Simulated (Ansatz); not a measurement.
Wanted: the native input for an Ansatz 0.2.0 run.

```yaml
Task: band structure
Functional: PBEsol
Potentials_or_basis: Ansatz PAW
Cutoff: "420 eV (not typed: the program's choice for these potentials)"
k_mesh: 8 × 8 × 2
Occupations: fermi-dirac, width 0.05 eV
Spin: no spin polarisation
Path: "[[\"G\", \"M\", \"K\", \"G\", \"A\", \"L\", \"H\", \"A\"], [\"L\", \"M\"], [\"K\", \"H\"]]"
Points_for_each_segment_of_the_path: 10
```

Ge:

```
Ge
1.0
     4.00312    0.00000    0.00000
    -2.00156    3.46680    0.00000
     0.00000    0.00000   13.15671
Ge
8
Direct
  0.33333 0.66667 0.15594
  0.66667 0.33333 0.84406
  0.66667 0.33333 0.65594
  0.33333 0.66667 0.34406
  0.00000 0.00000 0.09315
  0.00000 0.00000 0.90685
  0.00000 0.00000 0.59315
  0.00000 0.00000 0.40685
```

This isn't the form of Ge at room conditions, which is diamond.

These files were run (other wordings do the same):

input.yaml

```yaml
crystal:
  lattice:
    - [4.0031158814, 0.0, 0.0]
    - [-2.0015579407, 3.4668000476, 0.0]
    - [0.0, 0.0, 13.15670686]
  atoms:
    - { symbol: Ge, position: [0.3333333333, 0.6666666667, 0.15594157] }
    - { symbol: Ge, position: [0.6666666667, 0.3333333333, 0.84405843] }
    - { symbol: Ge, position: [0.6666666667, 0.3333333333, 0.65594157] }
    - { symbol: Ge, position: [0.3333333333, 0.6666666667, 0.34405843] }
    - { symbol: Ge, position: [0.0, 0.0, 0.09314884] }
    - { symbol: Ge, position: [0.0, 0.0, 0.90685116] }
    - { symbol: Ge, position: [0.0, 0.0, 0.59314884] }
    - { symbol: Ge, position: [0.0, 0.0, 0.40685116] }
hamiltonian:
  xc: pbesol
  pseudopotentials: { kind: paw }
kpoints:
  mp_grid: { grid: [8, 8, 2] }
  band_path:
    path:
      - [[0.0, 0.0, 0.0], [0.5, 0.0, 0.0], [0.3333333333, 0.3333333333, 0.0], [0.0, 0.0, 0.0], [0.0, 0.0, 0.5], [0.5, 0.0, 0.5], [0.3333333333, 0.3333333333, 0.5], [0.0, 0.0, 0.5]]
      - [[0.5, 0.0, 0.5], [0.5, 0.0, 0.0]]
      - [[0.3333333333, 0.3333333333, 0.0], [0.3333333333, 0.3333333333, 0.5]]
    npoints: 10
scf:
  occupations: { method: fermi_dirac, width: 0.05 }
  n_extra_bands: 20
output:
  forces: true
  stress: true
  eigenvalues: true
  fatbands: true
```

Potentials or basis: Ansatz PAW.

Run with:

```bash
$ ansatz run input.yaml --threads 4 --pin off --max-ram 11264MiB --backend cpu --events-out ev --progress --plain --runs-dir out
```

Results of the run:

- Pressure: 0.0 GPa
- Largest force: 0.004 eV/Å
- Band gap along the path: none (metal or under the smearing width)

Caveat: the PAW data sets come from PBE, with cores solved anew for the run's functional, which leaves a small shift of forces and pressure.

Run time: 12 s on 4 threads of Intel(R) Xeon(R) Platinum 8488C (Sapphire Rapids), with other jobs on the host, peak memory 0.98 GiB.
